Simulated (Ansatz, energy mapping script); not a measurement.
# MnS in the zinc-blende structure: J from the energies of magnetic orders, part 3 of 3

Aim: the exchange couplings of MnS in the zinc-blende structure from the energies of a few collinear orders, and the ordering temperature that they give.

PBE with U on Mn d by linear response, ortho-atomic projectors; plane waves, U on orthogonalised atomic orbitals unless named otherwise, collinear spin, no spin–orbit coupling.

So far. Step 10 (Parallel start in cell D (6 atoms)): The run ends ferromagnetic. For each magnetic atom its energy differs from the parallel run of the first cell by -0.12 meV, an error that one common reference would have brought in. Step 11 (Run 8 (uncompensated ++−; cell D, 6 atoms)): The run ends ferrimagnetic, 53.29 meV a magnetic atom below the parallel order of its cell.

### 12. Parallel start in cell E (6 atoms)

Level of this step: PBE with U = 4.17 eV on Mn d, ortho-atomic projectors (Ansatz).

The parallel order again, as the reference for this cell.

This run holds the same structure in another cell (b 5.754 → 4.068 Å, c 7.047 → 9.097 Å, α 114.1 → 102.9°, β 106.8 → 102.9°).

File input.yaml:

```yaml
crystal:
  lattice:
    - [0.0, 2.876820651, 2.876820651]
    - [0.0, 2.876820651, -2.876820651]
    - [-8.630461953, -2.876820651, 0.0]
  atoms:
    - { symbol: Mn, position: [0.0, 0.0, 0.0], spin: 4.5 }
    - { symbol: Mn, position: [0.333333333, 0.333333333, 0.666666667], spin: 4.5 }
    - { symbol: Mn, position: [0.666666667, 0.666666667, 0.333333333], spin: 4.5 }
    - { symbol: S, position: [0.416666667, 0.916666667, 0.833333333] }
    - { symbol: S, position: [0.75, 0.25, 0.5] }
    - { symbol: S, position: [0.083333333, 0.583333333, 0.166666667] }
magnetization:
  spin_polarized: true
kpoints:
  mp_grid: { grid: [7, 7, 7] }
hamiltonian:
  xc: pbe
  hubbard:
    sites:
      - { species: Mn, l: d, u_eff: 4.17 }
      - { site: 0, l: d, u_eff: 4.17, starting_ns: [{ spin: up, occupation_matrix: mn1_major }, { spin: down, occupation_matrix: mn1_minor }] }
      - { site: 1, l: d, u_eff: 4.17, starting_ns: [{ spin: up, occupation_matrix: mn1_major }, { spin: down, occupation_matrix: mn1_minor }] }
      - { site: 2, l: d, u_eff: 4.17, starting_ns: [{ spin: up, occupation_matrix: mn1_major }, { spin: down, occupation_matrix: mn1_minor }] }
    projectors: ortho-atomic
    occupation_matrices:
      mn1_major:
        matrix:
          - [0.997, 0.0, 0.0, 0.0, 0.0]
          - [0.0, 0.995, 0.0, 0.0, 0.0]
          - [0.0, 0.0, 0.995, 0.0, 0.0]
          - [0.0, 0.0, 0.0, 0.997, 0.0]
          - [0.0, 0.0, 0.0, 0.0, 0.995]
      mn1_minor:
        matrix:
          - [0.021, 0.0, 0.0, 0.0, 0.0]
          - [0.0, 0.068, 0.0, 0.0, 0.0]
          - [0.0, 0.0, 0.068, 0.0, 0.0]
          - [0.0, 0.0, 0.0, 0.021, 0.0]
          - [0.0, 0.0, 0.0, 0.0, 0.068]
scf:
  occupations: { method: fermi_dirac, width: 0.05 }
output:
  eigenvalues: true
```

On the command line:

```sh
$ ansatz run input.yaml --threads 4 --pin off --max-ram 8192MiB --backend cpu --events-out ev --progress --plain --runs-dir out
```

Numbers of over 12 decimals in the logs are rounded to 6 here.

The log of the run:

```text
[...]
Crystal: 6 atoms, lattice volume = 142.853 Å³
Basis set: ecut = 420 eV, 2785 PW (Γ)
Bands: 46, of which v1, the nominal top of the filled ones, is band 32 counted from 1 (31 counted from 0)
Symmetry: 24 space group operations
[...]
k-points: 40 of 343 (time reversal used)
[...]
Starting moments: Σ|m| = 13.5 μB on 3 of 6 sites
[...]
k-point 0 ↑: bands = [... 28 lower, 1.0567, 1.0567, 3.3847, 3.3847, 4.3884, 4.3884, 4.3884, 4.3884, ... 10 higher]
  k-point 1 ↑: bands = [... 28 lower, 1.0349, 1.0750, 3.0095, 3.7865, 4.1421, 4.1421, 4.6800, 4.6800, ... 10 higher]
  k-point 2 ↑: bands = [... 28 lower, 1.0696, 1.0883, 2.6945, 3.9619, 3.9619, 4.1992, 4.9957, 4.9957, ... 10 higher]
  k-point 39 ↓: bands = [... 28 lower, 8.8936, 9.0017, 9.3186, 9.3186, 9.4517, 9.4517, 9.5891, 9.6316, ... 10 higher]
Occupation matrices written to <dir>
[key lines of the parts left out:]
SCF converged after 13 iterations
Magnetization: 15.0000 μB (39.0000 up, 24.0000 down)
Free energy (F): -14403.485367 eV
Fermi energy:    6.706328 eV
```

Elapsed: 18 s, on 4 threads of Arm Neoverse V2, shared host; peak memory 0.7 GiB.

The run ends ferromagnetic. For each magnetic atom its energy differs from the parallel run of the first cell by -0.08 meV, an error that one common reference would have brought in.

### 13. Uncompensated ++− start in cell E (6 atoms)

This order reverses 5.33 of the 12 neighbours at 4.07 Å, 1.33 of the 6 neighbours at 5.75 Å and 16 of the 24 neighbours at 7.05 Å, counted for an average magnetic atom.

input.yaml, as its differences from that of step 12:

```diff
@@ -8,3 +8,3 @@
     - { symbol: Mn, position: [0.333333333, 0.333333333, 0.666666667], spin: 4.5 }
-    - { symbol: Mn, position: [0.666666667, 0.666666667, 0.333333333], spin: 4.5 }
+    - { symbol: Mn, position: [0.666666667, 0.666666667, 0.333333333], spin: -4.5 }
     - { symbol: S, position: [0.416666667, 0.916666667, 0.833333333] }
@@ -23,3 +23,3 @@
       - { site: 1, l: d, u_eff: 4.17, starting_ns: [{ spin: up, occupation_matrix: mn1_major }, { spin: down, occupation_matrix: mn1_minor }] }
-      - { site: 2, l: d, u_eff: 4.17, starting_ns: [{ spin: up, occupation_matrix: mn1_major }, { spin: down, occupation_matrix: mn1_minor }] }
+      - { site: 2, l: d, u_eff: 4.17, starting_ns: [{ spin: up, occupation_matrix: mn1_minor }, { spin: down, occupation_matrix: mn1_major }] }
     projectors: ortho-atomic
```

The log of the run:

```text
[...]
Crystal: 6 atoms, lattice volume = 142.853 Å³
Basis set: ecut = 420 eV, 2785 PW (Γ)
Bands: 46, of which v1, the nominal top of the filled ones, is band 32 counted from 1 (31 counted from 0)
Symmetry: 8 space group operations
[...]
k-points: 40 of 343 (time reversal used)
[...]
Starting moments: Σ|m| = 13.5 μB on 3 of 6 sites
[...]
k-point 0 ↑: bands = [... 28 lower, 3.5826, 4.4553, 4.4553, 5.4015, 5.5462, 5.5462, 7.5230, 8.9523, ... 10 higher]
  k-point 1 ↑: bands = [... 28 lower, 3.5707, 4.4745, 4.4745, 5.3002, 5.5388, 5.5388, 7.6682, 8.9277, ... 10 higher]
  k-point 2 ↑: bands = [... 28 lower, 3.5735, 4.5169, 4.5169, 5.0815, 5.5215, 5.5215, 8.0056, 8.8687, ... 10 higher]
  k-point 39 ↓: bands = [... 28 lower, 3.8529, 8.0180, 8.5384, 8.6481, 8.8551, 9.0821, 9.3072, 9.3311, ... 10 higher]
Occupation matrices written to <dir>
[key lines of the parts left out:]
SCF converged after 13 iterations
Magnetization: 5.0000 μB (34.0000 up, 29.0000 down)
Free energy (F): -14403.613541 eV
Fermi energy:    6.608792 eV
```

Run time: 18 s. Hardware: 4 threads; peak memory 0.72 GiB.

The run ends ferrimagnetic, 42.72 meV a magnetic atom below the parallel order of its cell.

### 14. The fit

Each energy difference is a sum of couplings weighted by the pairs that the order reverses. A few near shells are fitted to the differences by least squares. Energies are those extrapolated to zero occupation width, not the free energies F.

The orders side by side; each is measured from the parallel order in the same cell and on the same mesh:

```csv
order,atoms,energy (meV a magnetic atom),moments (μB),moments kept as typed,"opposed neighbours at 4.07, 5.75, 7.05 Å"
parallel in cell A,4,0.00,4.43,yes,"0, 0, 0"
compensated +− in cell A,4,-48.26,4.39,yes,"6, 6, 12"
parallel in cell B,4,0.00,4.43,yes,"0, 0, 0"
compensated +− in cell B,4,-62.88,4.38,yes,"8, 0, 16"
parallel in cell C,6,0.00,4.43,yes,"0, 0, 0"
uncompensated ++− in cell C,6,-32.65,4.39 to 4.41,yes,"4, 4, 12"
parallel in cell D,6,0.00,4.43,yes,"0, 0, 0"
uncompensated ++− in cell D,6,-53.29,4.37 to 4.40,yes,"6.67, 2.67, 8"
parallel in cell E,6,0.00,4.43,yes,"0, 0, 0"
uncompensated ++− in cell E,6,-42.72,4.38 to 4.41,yes,"5.33, 1.33, 16"
```

Fitted to E = −Σ J e·e over ordered pairs of unit vectors (J > 0 favours parallel moments):

```csv
pair,distance (Å),neighbours,J (meV)
Mn–Mn,4.07,12,-3.91
Mn–Mn,5.75,6,-0.100
Mn–Mn,7.05,24,-0.0161
```

Adding the shell at 8.14 Å gives -3.9, -0.094, -0.014 and -0.041 meV and a mean-field temperature of 120 K.

In mean field these couplings order at 119 K, and give a Curie–Weiss temperature of -371 K.

### 15. Monte Carlo

Mean field ignores fluctuations and overstates the ordering temperature, so the model is also sampled. The heat capacity peaks where order sets in.

Classical unit spins with these couplings on 8×8×4 copies of a cell that holds the lowest order (512 spins), heat-bath sweeps, cooled from random directions, 1009 sweeps to settle and 3027 measured at each temperature, averaged over 4 runs.

```csv
T (K),order along the lowest pattern,net moment,heat capacity (k_B a spin)
14.2,0.10,0.01,1.04
24.3,0.11,0.01,1.11
39.5,0.18,0.01,1.71
49.6,0.11,0.01,1.06
59.7,0.09,0.01,0.85
74.9,0.08,0.02,0.65
85.0,0.07,0.02,0.57
95.1,0.07,0.02,0.47
105,0.07,0.02,0.43
120,0.06,0.02,0.36
130,0.06,0.02,0.34
```

The smoothed heat capacity peaks at 37.8 K. The order column follows one pattern alone; equivalent domains or another pattern share the rest.

### 16. Comparison

The first set of orders, under PBE+U (4 eV), took 9.2 min of CPU time summed over its finished orders (seed run apart), these 8.7 min, beside 20 min for the response run.

```csv
quantity,this set,first set
"J at 4.07 Å, meV",-3.91,-4.11
"J at 5.75 Å, meV",-0.100,-0.105
"J at 7.05 Å, meV",-0.0161,-0.0175
"ordering temperature, mean field, K",119,124
"heat-capacity peak, Monte Carlo, K",37.8,39.7
```

The coupling that led in the first set goes from -4.11 to -3.91 meV.

### 17. What came out

| Property | Result |
| --- | --- |
| lowest order tried | compensated +− in cell B |
| largest fitted value, Mn–Mn at 4.07 Å | -3.91 meV |
| ordering temperature, mean field | 119 K |
| heat-capacity peak, Monte Carlo | 37.8 K |

In words: Of the orders tried, MnS in the zinc-blende structure prefers the order “compensated +− in cell B” under PBE+U (4.17 eV, computed), with 8 of 12 neighbours at 4.07 Å, 0 of 6 neighbours at 5.75 Å and 16 of 24 neighbours at 7.05 Å opposed, and the heat capacity of the fitted model peaks near 38 K (Monte Carlo, classical spins). The model's best pattern is not among the orders that were run. The coupling at 4.07 Å is 0.95 times that of the first set, at 3.1 times the CPU time. The largest fitted coupling is the Mn–Mn pair at 4.07 Å, antiferromagnetic at -3.9 meV, across a ligand at about 109°. The orders also reverse pairs at 8.14 Å, which are not fitted, so the fitted values hold their part too. With 5 differences for 3 couplings the fit misses by 0.31 meV at most, a small part of the spread. In the fitted orders moments change by up to 1.6 % against the parallel run of the same cell, so their size stays put. Monte Carlo puts the peak at 0.32 of the mean-field temperature, low enough to point to frustration or weakly coupled layers or chains. In tests on simple cubic and body-centred models such peaks lay 5 to 6 % under the bulk value. On cooling, the order along the one computed pattern stays at or under 0.20: the model settles in an equivalent domain, a degenerate mixture or another order. The Curie–Weiss temperature is 9.8 times the peak temperature in size, a mark of frustration. The parallel order holds 5 μB a magnetic atom, spin 2.5; the common factor (S+1)/S would raise the classical 37.8 K to 52.9 K, a correction that often overshoots. The cell was built from a prototype and relaxed; a distortion that needs a larger cell, or another structure that the compound may prefer, is not captured.

[Logs and program files are shortened in this print: banners, set-up blocks, solver, clock and traceback lines can be left out without a mark of their own.]

[Logs are printed without paths, hosts, clocks, repeated set-up lines and the standing remarks that a program may print on its own settings, such as how far it seeks lower states.]

[Hosts, paths, dates, database ids (printed as entryN), source tags and the programs' standing remarks are cut or masked in the printed files.]

[Where a cell is said to come from a database of computed structures, the database is the Materials Project.]
